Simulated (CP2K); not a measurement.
TiB2:

```
Ti B
1.0
     3.02920    0.00000    0.00000
    -1.51460    2.62336    0.00000
     0.00000    0.00000    3.22840
Ti B
1 2
Direct
  0.00000 0.00000 0.00000
  0.66667 0.33333 0.50000
  0.33333 0.66667 0.50000
```

Program: CP2K 2026.2. Alike in all runs: task band structure; no spin polarisation; cell as given; k mesh 10 × 10 × 8.

**Question.** Order these runs on this cell by their pressure, lowest first.
A. level LDA; potentials or basis GTH_POTENTIALS Ti GTH-PADE-q12, B GTH-PADE-q3; TZVP-MOLOPT-PBE-GTH basis; smearing fermi-dirac 0.05 eV; NGRIDS 5; points a segment of the path (NPOINTS) 10; CUTOFF of the grids 450 Ry
B. level r2SCAN; potentials or basis POTENTIAL_UZH Ti GTH-SCAN-q12, B GTH-SCAN-q3; TZVP-MOLOPT-SCAN-GTH basis; smearing fermi-dirac 0.0259 eV; NGRIDS 5; points a segment of the path (NPOINTS) 10; CUTOFF of the grids 675 Ry
C. level PBEsol; potentials or basis POTENTIAL_UZH Ti GTH-PBE-q12, B GTH-PBE-q3; TZVP-MOLOPT-PBE-GTH basis; smearing fermi-dirac 0.1 eV; NGRIDS 4; points a segment of the path (NPOINTS) 6; CUTOFF of the grids 450 Ry

**Answer.** A (-369.0 GPa), C (-343.0 GPa), B (-1.5 GPa).

Caveats: the basis of atomic orbitals isn't converged, which shifts pressures, moduli and gaps; a pressure of tens of GPa on the cell as given is suspect, and the run, the potentials or the cell itself is likely at fault (some runs); the potentials were made for another functional, which shifts forces and pressure (some runs).
